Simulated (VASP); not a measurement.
# KF (Carobbiite) (Fm-3m) in VASP: notebook

The runs below take KF (Carobbiite) through relaxation of the atoms, with r2SCAN.

Everything below comes from runs of VASP 6.6.1. Logs are shortened: lines on timing, memory, paths and dates and some standing lists are left out, and cuts for length are marked.

## (1) Starting point

It takes space group Fm-3m (No. 225, cubic). Conventional cell: a = 5.315 Å, b = 5.315 Å, c = 5.315 Å, α = 90.00°, β = 90.00°, γ = 90.00°. K (site symmetry m-3m) has 6 F at 2.66 Å as nearest neighbours. F (site symmetry m-3m) has 6 K at 2.66 Å as nearest neighbours.

## (2) Relaxation of the atoms, r2SCAN (a relaxed cell with its volume scaled by 0.98)

Input file INCAR:

```
ALGO = Normal
EDIFF = 1E-7
EDIFFG = -0.01
ENCUT = 600
IBRION = 2
ISIF = 2
ISMEAR = 0
LASPH = T
LCHARG = F
LMIXTAU = T
LREAL = F
LWAVE = F
METAGGA = R2SCAN
NELM = 80
NSW = 40
PREC = Accurate
SIGMA = 0.03
```

Input file KPOINTS:

```
k-points
0
Gamma
  10 10 10
```

Input file POSCAR:

```
KF                                      
1.0
    0.0000000000      2.6394172087      2.6394172087
    2.6394172087      0.0000000000      2.6394172087
    2.6394172087      2.6394172087      0.0000000000
  K               F             
     1     1
Direct
     0.0000000000000000    0.0000000000000000    0.0000000000000000
     0.5000000000000000    0.5000000000000000    0.5000000000000000
```

Potentials or basis: VASP PAW PBE potentials, release 64 (K_sv, F).

Run with:

```sh
$ cat potpaw_PBE.64/K_sv/POTCAR potpaw_PBE.64/F/POTCAR > POTCAR
$ mpirun -np 1 vasp_std > vasp.out
```

OUTCAR:

```text
EDIFF = 1E-7
   EDIFFG = -0.01
   ENCUT = 600
   IBRION = 2
   ISIF = 2
   ISMEAR = 0
   LASPH = T
   LREAL = F
   METAGGA = R2SCAN
   NELM = 80
   NSW = 40
   PREC = Accurate

 ion  position               nearest neighbor table
   1  0.000  0.000  0.000-   2 2.64   2 2.64   2 2.64   2 2.64   2 2.64   2 2.64
   2  0.500  0.500  0.500-   1 2.64   1 2.64   1 2.64   1 2.64   1 2.64   1 2.64

  LATTYP: Found a face centered cubic cell.
 ALAT       =     5.2788344174

  Lattice vectors:

 A1 = (   0.0000000000,   2.6394172087,   2.6394172087)
 A2 = (   2.6394172087,   0.0000000000,   2.6394172087)
 A3 = (   2.6394172087,   2.6394172087,   0.0000000000)

Analysis of symmetry for initial positions (statically):
=====================================================================
 Subroutine PRICEL returns:
 Original cell was already a primitive cell.

 Routine SETGRP: Setting up the symmetry group for a
 face centered cubic supercell.

 Subroutine GETGRP returns: Found 48 space group operations
 (whereof 48 operations were pure point group operations)
 out of a pool of 48 trial point group operations.

The static configuration has the point symmetry O_h .

Analysis of symmetry for dynamics (positions and initial velocities):
=====================================================================
 Subroutine PRICEL returns:
 Original cell was already a primitive cell.

 Routine SETGRP: Setting up the symmetry group for a
 face centered cubic supercell.

 Subroutine GETGRP returns: Found 48 space group operations
 (whereof 48 operations were pure point group operations)
 out of a pool of 48 trial point group operations.

The dynamic configuration has the point symmetry O_h .

 Subroutine INISYM returns: Found 48 space group operations
 (whereof 48 operations are pure point group operations),
 and found     1 'primitive' translations

----------------------------------------------------------------------------------------

                                     Primitive cell

  volume of cell :      36.7751

  direct lattice vectors                    reciprocal lattice vectors
     0.000000000  2.639417209  2.639417209    -0.189435758  0.189435758  0.189435758
     2.639417209  0.000000000  2.639417209     0.189435758 -0.189435758  0.189435758
     2.639417209  2.639417209  0.000000000     0.189435758  0.189435758 -0.189435758

  length of vectors
     3.732699613  3.732699613  3.732699613     0.328112358  0.328112358  0.328112358

  position of ions in fractional coordinates (direct lattice)
     0.000000000  0.000000000  0.000000000
     0.500000000  0.500000000  0.500000000

  ion indices of the primitive-cell ions
   primitive index   ion index
                 1           1
                 2           2

----------------------------------------------------------------------------------------

 KPOINTS: k-points

Automatic generation of k-mesh.
 Grid dimensions read from file:
 generate k-points for:   10   10   10

 Generating k-lattice:

  Cartesian coordinates                     Fractional coordinates (reciprocal lattice)
    -0.018943576  0.018943576  0.018943576     0.100000000  0.000000000  0.000000000
     0.018943576 -0.018943576  0.018943576     0.000000000  0.100000000  0.000000000
     0.018943576  0.018943576 -0.018943576     0.000000000  0.000000000  0.100000000

  Length of vectors
     0.032811236  0.032811236  0.032811236

  Shift w.r.t. Gamma in fractional coordinates (k-lattice)
     0.000000000  0.000000000  0.000000000

 Subroutine IBZKPT returns following result:
 ===========================================

 Found     47 irreducible k-points:

 Following reciprocal coordinates:
            Coordinates               Weight
  0.000000  0.000000  0.000000      1.000000
  0.100000  0.000000  0.000000      8.000000
  0.200000  0.000000  0.000000      8.000000
  0.300000  0.000000  0.000000      8.000000
  0.400000  0.000000  0.000000      8.000000
  0.500000  0.000000  0.000000      4.000000
[... 16 lines left out ...]
  0.300000  0.300000  0.000000      6.000000
  0.400000  0.300000  0.000000     24.000000
 [... further k-points ...]
   k-points           NKPTS =     47   k-points in BZ     NKDIM =     47   number of bands    NBANDS=     12
   number of dos      NEDOS =    301   number of ions     NIONS =      2
   total plane-waves  NPLWV =  27000
   dimension x,y,z NGX =    30 NGY =   30 NGZ =   30
   dimension x,y,z NGXF=    60 NGYF=   60 NGZF=   60
   ions per type =               1   1
   NGX,Y,Z   is equivalent  to a cutoff of  13.36, 13.36, 13.36 a.u.
   NGXF,Y,Z  is equivalent  to a cutoff of  26.72, 26.72, 26.72 a.u.
 SYSTEM =  unknown system
   PREC   = accura    normal or accurate (medium, high low for compatibility)
   ISTART =      0    job   : 0-new  1-cont  2-samecut
   ICHARG =      2    charge: 1-file 2-atom 10-const
   ISPIN  =      1    spin polarized calculation?
   LNONCOLLINEAR =      F non collinear calculations
   LSORBIT =      F    spin-orbit coupling
   LASPH  =      T    aspherical Exc in radial PAW
   ENCUT  =  600.0 eV  44.10 Ry    6.64 a.u.   7.46  7.46  7.46*2*pi/ulx,y,z
   NELM   =     80;   NELMIN=  2; NELMDL= -5     # of ELM steps
   EDIFF  = 0.1E-06   stopping-criterion for ELM
   LREAL  =      F    real-space projection
   EDIFFG = -.1E-01   stopping-criterion for IOM
   NSW    =     40    number of steps for IOM
   IBRION =      2    ionic relax: 0-MD 1-quasi-New 2-CG
   NFREE  =      1    steps in history (QN), initial steepest desc. (CG)
   ISIF   =      2    stress and relaxation
   ISYM   =      2    0-nonsym 1-usesym 2-fastsym
   POTIM  = 0.5000    time-step for ionic-motion
   TEBEG  =    0.0;   TEEND  =   0.0 temperature during run
   PSTRESS=    0.0 pullay stress
   NELECT =      16.0000    total number of electrons
   NUPDOWN=      -1.0000    fix difference up-down
   EMIN   =  10.00;   EMAX   =-10.00  energy-range for DOS
   EFERMI =   0.00;   METHOD = LEGACY
   ISMEAR =     0;   SIGMA  =   0.03  broadening in eV -4-tet -1-fermi 0-gaus
   EFERMI_NEDOS =   21; number of points for ismear=-14 and -15
   IALGO  =     38    algorithm
   IMIX   =      4    mixing-type and parameters
     AMIX     =   0.40;   BMIX     =  1.00
     AMIX_MAG =   1.60;   BMIX_MAG =  1.00
  volume/ion in A,a.u.               =      18.39       124.09
  Fermi-wavevector in a.u.,A,eV,Ry     =   1.240500  2.344205 20.937194  1.538840
  Thomas-Fermi vector in A             =   2.374938
   LORBIT       =      0    0 simple, 1 ext, 2 COOP (PROOUT), +10 PAW based schemes
   METAGGA = R2SCAN    functional components
   LHFCALC =     F    Hartree Fock is set to
   AEXX    =    0.0000 exact exchange contribution
   IVDW    =     0    specifies the selected vdW correction
   LEPSILON=     F    determine dielectric tensor
   LRPA    =     F    only Hartree local field effects (RPA)
 conjugate gradient relaxation of ions
 non-spin polarized calculation
 Gauss-broadening in eV      SIGMA  =   0.03
  energy-cutoff  :      600.00
  volume of cell :       36.78
 maximum number of plane-waves:      1244
 NGX is ok and might be reduce to    30
   NGX = 15   NGY = 15   NGZ = 15

 number of electron      16.0000007 magnetization

 Free energy of the ion-electron system (eV)
  ---------------------------------------------------
  ext. energy  EPLUGINS =         0.00000000
  ---------------------------------------------------
  free energy    TOTEN  =       -14.97274398 eV

  energy without entropy =      -14.97274398  energy(sigma->0) =      -14.97274398

 E-fermi :  -3.0337     XC(G=0):  -9.0841

 val. band max:       -3.2553981387   @ k =   0.0000   0.0000   0.0000
 cond. band min:       3.7760962808   @ k =   0.0000   0.0000   0.0000
 fundamental gap:      7.0314944195
 Fermi energy:        -3.0336904366

 k-point     1 :       0.0000    0.0000    0.0000
  band No.  band energies     occupation
      1     -30.2746      2.00000
      2     -23.0646      2.00000
      3     -12.7321      2.00000
      4     -12.7321      2.00000
      5     -12.7321      2.00000
      6      -3.2554      2.00000
      7      -3.2554      2.00000
      8      -3.2554      2.00000
      9       3.7761      0.00000
     10       8.2993      0.00000
     11       8.2993      0.00000
     12       8.2993      0.00000

 k-point     2 :       0.1000    0.0000    0.0000
  band No.  band energies     occupation
      1     -30.2640      2.00000
      2     -23.0745      2.00000
      3     -12.7607      2.00000
      4     -12.7357      2.00000
      5     -12.7357      2.00000
      6      -3.3478      2.00000
      7      -3.2918      2.00000
      8      -3.2918      2.00000
      9       4.0665      0.00000
     10       8.0912      0.00000
     11       8.4452      0.00000
     12       8.4452      0.00000

 k-point     3 :       0.2000    0.0000    0.0000
  band No.  band energies     occupation
      1     -30.2360      2.00000
      2     -23.1008      2.00000
      3     -12.8353      2.00000
      4     -12.7451      2.00000
      5     -12.7451      2.00000
      6      -3.5699      2.00000
      7      -3.3856      2.00000
      8      -3.3856      2.00000
      9       4.8389      0.00000
     10       7.7274      0.00000
     11       8.8396      0.00000
     12       8.8396      0.00000
[... 286 lines left out ...]
 k-point    23 :       0.3000    0.3000    0.0000
  band No.  band energies     occupation
      1     -30.1827      2.00000
      2     -23.1101      2.00000
      3     -13.0134      2.00000
      4     -12.8846      2.00000
      5     -12.8846      2.00000
      6      -3.7308      2.00000
      7      -3.3028      2.00000
      8      -3.3028      2.00000
      9       6.2249      0.00000
     10       6.2661      0.00000
     11      10.3531      0.00000
     12      10.4521      0.00000

 k-point    24 :       0.4000    0.3000    0.0000
  band No.  band energies     occupation
      1     -30.1624      2.00000
      2     -23.1133      2.00000
      3     -13.1266      2.00000
      4     -12.9195      2.00000
      5     -12.9066      2.00000
      6      -3.6603      2.00000
      7      -3.3555      2.00000
      8      -3.3340      2.00000
      9       6.0657      0.00000
     10       6.9928      0.00000
     11       9.8942      0.00000
     12      10.8305      0.00000

 [... further k-points ...]

------------------------ aborting loop because EDIFF is reached ----------------------------------------

  FORCE on cell =-STRESS in cart. coord.  units (eV):
  Direction    XX          YY          ZZ          XY          YZ          ZX
  --------------------------------------------------------------------------------------
  -------------------------------------------------------------------------------------
  Total        0.1840424      0.1840424      0.1840424      0.0000000      0.0000000     -0.0000000
  in kB        8.0181513      8.0181513      8.0181513      0.0000000      0.0000000     -0.0000000
  external PRESSURE =       8.0181513 kB  Pullay stress =       0.0000000 kB

 VOLUME and BASIS-vectors are now :
 -----------------------------------------------------------------------------
  energy-cutoff  :      600.00
  volume of cell :       36.78
      direct lattice vectors                 reciprocal lattice vectors
     0.000000000  2.639417209  2.639417209    -0.189435758  0.189435758  0.189435758
     2.639417209  0.000000000  2.639417209     0.189435758 -0.189435758  0.189435758
     2.639417209  2.639417209  0.000000000     0.189435758  0.189435758 -0.189435758

 POSITION                                       TOTAL-FORCE (eV/Angst)
 -----------------------------------------------------------------------------------
      0.00000      0.00000      0.00000         0.000000     -0.000000      0.000000
      2.63942      2.63942      2.63942        -0.000000      0.000000      0.000000
 -----------------------------------------------------------------------------------
    total drift:                                0.000000      0.000000      0.000000

  FREE ENERGIE OF THE ION-ELECTRON SYSTEM (eV)
  ---------------------------------------------------
  free  energy   TOTEN  =       -14.9727439826 eV

  energy  without entropy=      -14.9727439826  energy(sigma->0) =      -14.97274398

 reached required accuracy - stopping structural energy minimisation
```

Wall time 80 s (1 thread of Intel Xeon 6975P-C (Granite Rapids), shared host); peak memory 0.18 GiB.

What came out:

* Free energy: -14.9727 eV
* Pressure after relaxing: 0.8 GPa
* Band gap on the k mesh: 7.03 eV, direct

Final structure:
```cif
data_structure
_symmetry_space_group_name_H-M 'P 1'
_symmetry_Int_Tables_number 1
_cell_length_a 3.7327
_cell_length_b 3.7327
_cell_length_c 3.7327
_cell_angle_alpha 60.000
_cell_angle_beta 60.000
_cell_angle_gamma 60.000
_cell_volume 36.78
loop_
_atom_site_label
_atom_site_type_symbol
_atom_site_fract_x
_atom_site_fract_y
_atom_site_fract_z
_atom_site_occupancy
K1 K 0.00000 0.00000 0.00000 1
F1 F 0.50000 0.50000 0.50000 1
```

Caveat: the relaxation stopped at its first step, so nothing moved; the PAW data sets were made with another functional, which shifts forces and pressure a little. A k mesh can miss the band edges.

## (3) Relaxation of the atoms, r2SCAN

INCAR is that of step 2.

KPOINTS is that of step 2.

Input file POSCAR:

```
KF                                      
1.0
    0.0000000000      2.6572516498      2.6572516498
    2.6572516498      0.0000000000      2.6572516498
    2.6572516498      2.6572516498      0.0000000000
  K               F             
     1     1
Direct
     0.0000000000000000    0.0000000000000000    0.0000000000000000
     0.5000000000000000    0.5000000000000000    0.5000000000000000
```

Potentials or basis: VASP PAW PBE potentials, release 64 (K_sv, F).

Run with:

```sh
$ cat potpaw_PBE.64/K_sv/POTCAR potpaw_PBE.64/F/POTCAR > POTCAR
$ mpirun -np 1 vasp_std > vasp.out
```

Run time: 79 s. Hardware: 1 thread of Intel Xeon 6975P-C (Granite Rapids), shared host; peak memory 0.18 GiB.

Results (log left out):

- Free energy: -14.9757 eV
- Pressure after relaxing: 0.0 GPa
- Band gap on the k mesh: 6.92 eV, direct

Final structure:
```xyz
2
Lattice="0.0000 2.6573 2.6573 2.6573 0.0000 2.6573 2.6573 2.6573 0.0000" Properties=species:S:1:pos:R:3 pbc="T T T"
K     0.0000    0.0000    0.0000
F     2.6573    2.6573    2.6573
```

Levels at points of the mesh, in eV from the valence-band top:
| k point | band 5 | band 6 | band 7 | band 8 | band 9 | band 10 | band 11 | band 12 |
| --- | --- | --- | --- | --- | --- | --- | --- | --- |
| (0.00, 0.00, 0.00) | -9.55 | 0.00 | 0.00 | 0.00 | 6.92 | 11.50 | 11.50 | 11.50 |
| (0.50, 0.00, 0.00) | -9.58 | -0.78 | -0.35 | -0.35 | 9.75 | 11.37 | 13.00 | 13.00 |
| (0.50, 0.50, 0.00) | -9.77 | -0.20 | -0.05 | -0.05 | 8.78 | 11.32 | 12.56 | 14.72 |

Caveat: the relaxation stopped at its first step, so nothing moved; the PAW data sets were made with another functional, which shifts forces and pressure a little. r2SCAN opens gaps a little over a GGA but as a rule still falls short of measured ones.

## (4) Relaxation of the atoms, r2SCAN (a relaxed cell with its volume scaled by 1.02)

INCAR is that of step 3.

KPOINTS is that of step 3.

Input file POSCAR:

```
KF                                      
1.0
    0.0000000000      2.6748498557      2.6748498557
    2.6748498557      0.0000000000      2.6748498557
    2.6748498557      2.6748498557      0.0000000000
  K               F             
     1     1
Direct
     0.0000000000000000    0.0000000000000000    0.0000000000000000
     0.5000000000000000    0.5000000000000000    0.5000000000000000
```

Run with:

```sh
$ cat potpaw_PBE.64/K_sv/POTCAR potpaw_PBE.64/F/POTCAR > POTCAR
$ mpirun -np 1 vasp_std > vasp.out
```

Wall time 79 s (1 thread of Intel Xeon 6975P-C (Granite Rapids), shared host); peak memory 0.18 GiB.

The run converged. Its results:

```yaml
Free_energy: -14.9754 eV
Pressure_after_relaxing: -0.7 GPa
Band_gap_on_the_k_mesh: 6.81 eV, direct
```

Final structure:
```xyz
2
Lattice="0.0000 2.6748 2.6748 2.6748 0.0000 2.6748 2.6748 2.6748 0.0000" Properties=species:S:1:pos:R:3 pbc="T T T"
K     0.0000    0.0000    0.0000
F     2.6748    2.6748    2.6748
```

Levels at points of the mesh, in eV from the valence-band top:
| k point | band 6 | band 7 | band 8 | band 9 | band 10 | band 11 |
| --- | --- | --- | --- | --- | --- | --- |
| (0.00, 0.00, 0.00) | 0.00 | 0.00 | 0.00 | 6.81 | 11.45 | 11.45 |
| (0.50, 0.00, 0.00) | -0.76 | -0.33 | -0.33 | 9.67 | 11.22 | 12.91 |
| (0.50, 0.50, 0.00) | -0.21 | -0.05 | -0.05 | 8.76 | 11.21 | 12.40 |

Caveat: the relaxation stopped at its first step, so nothing moved; the PAW data sets were made with another functional, which shifts forces and pressure a little. A k mesh can miss the band edges.

## (5) The runs side by side

```tsv
cell	gap on the mesh (eV)	pressure (GPa)
atoms relaxed from: a relaxed cell with its volume scaled by 0.98	7.03	0.8
atoms relaxed	6.92	0.0
atoms relaxed from: a relaxed cell with its volume scaled by 1.02	6.81	-0.7
```

Alike in all rows: task relaxation of the atoms; level r2SCAN; potentials or basis VASP PAW PBE potentials, release 64 (K_sv, F); no spin polarisation; k mesh 10 × 10 × 10; cutoff (eV) 600; smearing gaussian 0.03 eV.

Caveats: the relaxation stopped at its first step, so nothing moved; the PAW data sets were made with another functional, which shifts forces and pressure a little.

Absolute energies hang on the potentials; compare differences alone.
